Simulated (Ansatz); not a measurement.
The system is V.

```
V
1.0
    -1.51435    1.51435    1.51435
     1.51435   -1.51435    1.51435
     1.51435    1.51435   -1.51435
V
1
Direct
  0.00000 0.00000 0.00000
```

Base run:

```yaml
Program: Ansatz 0.2.0
Functional: PBE
Potentials_or_basis: Ansatz PAW
Cutoff: "420 eV (not typed: the program's choice for these potentials)"
k_mesh: 12 × 12 × 12
Occupations: gaussian, width 0.012 eV
Spin: collinear spin, ferromagnetic start
Starting_moments: "[2.0] μB"
```

Its results: band gap on the k mesh none (metal or under the smearing width); pressure -5.2 GPa; net moment -0.12 μB per cell; site moments V -0.10 μB.

The run is repeated on the same cell with these changes: functional from PBE to r2SCAN; cutoff from 420 eV (not typed: the program's choice for these potentials) to 500 eV (not typed: the program's choice for these potentials); occupations from gaussian, width 0.012 eV to fermi-dirac, width 0.05 eV. What comes out?

Band gap on the k mesh none (metal or under the smearing width); pressure -6.7 GPa; net moment 0.54 μB per cell; site moments V +0.44 μB.

Caveats: the starting moments weren't kept (some runs); the magnetic or orbital state may not be the lowest (some runs); the PAW data sets come from PBE, with cores solved anew for the run's functional, which leaves a small shift of forces and pressure (some runs).
